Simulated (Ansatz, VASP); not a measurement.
# Ru: VASP beside Ansatz

```xyz
1
Lattice="0.0667 2.0099 2.0099 2.0099 0.0667 2.0099 2.0099 2.0099 0.0667" Properties=species:S:1:pos:R:3 pbc="T T T"
Ru    0.0000    0.0000    0.0000
```

Change from the starting cell: equal engineering shear yz, xz and xy +0.0350, equal normal strain along x, y and z +0.0375.

Alike in both runs: task single point; functional PBE; k mesh 20 × 20 × 20; occupations gaussian, width 0.15 eV; no spin polarisation.

```csv
,VASP,Ansatz
version,VASP 6.6.1,Ansatz 0.2.0
potentials or method,"VASP PAW PBE potentials, release 64 (Ru_pv)","scalar-relativistic, plane waves, PAW"
plane-wave cutoff (eV),520,420
valence electrons in the cell,14,16
```

Ansatz gave:

```
gap on the k mesh at the Fermi level (eV)       : none
pressure (GPa)                                  : -24.7
largest component of the traceless stress (GPa) : 5.31
```

Task: What did VASP give for the same quantities?

Result: gap on the k mesh at the Fermi level (eV): none; pressure (GPa): -24.9; largest component of the traceless stress (GPa): 5.30.

A gap of «none» marks a metal or a gap that the smearing closes. The two sets of potentials don't hold the same shells in valence.

Caveats: so large a pressure means that the cell lies far from this level's equilibrium, or that cutoff or potentials fall short (VASP).
